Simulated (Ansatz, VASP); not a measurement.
One calculation of Zn, two programs

File INCAR:

```
SYSTEM = Zn
  PREC = Accurate
  ENCUT = 520
  EDIFF = 1E-7
  ISMEAR = -1
  SIGMA = 0.05
  LREAL = .False.
  LASPH = .True.
  NELM = 80
  ALGO = Normal
  ISIF = 2
  LWAVE = .False.
  LCHARG = .False.
  NBANDS = 12
```

Contents of KPOINTS:

```
regular mesh
0
Gamma
  12 12 12
  0 0 0
```

Contents of POSCAR:

```
Zn
1.0
   -1.5690370000      1.5690370000      1.5690370000
    1.5690370000     -1.5690370000      1.5690370000
    1.5690370000      1.5690370000     -1.5690370000
Zn
1
Direct
    0.0000000000      0.0000000000      0.0000000000
```

input.yaml

```yaml
crystal:
  lattice:
    - [-1.569037, 1.569037, 1.569037]
    - [1.569037, -1.569037, 1.569037]
    - [1.569037, 1.569037, -1.569037]
  atoms:
    - { symbol: Zn, position: [0.0, 0.0, 0.0] }
kpoints:
  mp_grid: { grid: [12, 12, 12] }
scf:
  occupations: { method: fermi_dirac, width: 0.05 }
hamiltonian:
  xc: lda
  pseudopotentials: { kind: all_electron, lapw: { basis_error: 0.001 } }
output:
  forces: true
  stress: true
  eigenvalues: true
```

Alike in both runs: task single point; functional LDA; k mesh 12 × 12 × 12; occupations fermi-dirac, width 0.05 eV; no spin polarisation.

```csv
,VASP,Ansatz
version,VASP 6.6.1,Ansatz 0.2.0
potentials or method,"VASP PAW LDA potentials, release 64 (Zn)","all-electron LAPW, scalar-relativistic"
plane-wave cutoff (eV),520,see its input
```

|  | VASP | Ansatz | Ansatz less VASP |
| --- | --- | --- | --- |
| gap on the k mesh at the Fermi level (eV) | none | none | - |
| pressure (GPa) | -7.9 | -8.3 | -0.35 |

A gap of «none» marks a metal or a gap that the smearing closes. Ansatz ran all-electron here, so the differences hold the error of VASP's frozen core and of both bases.
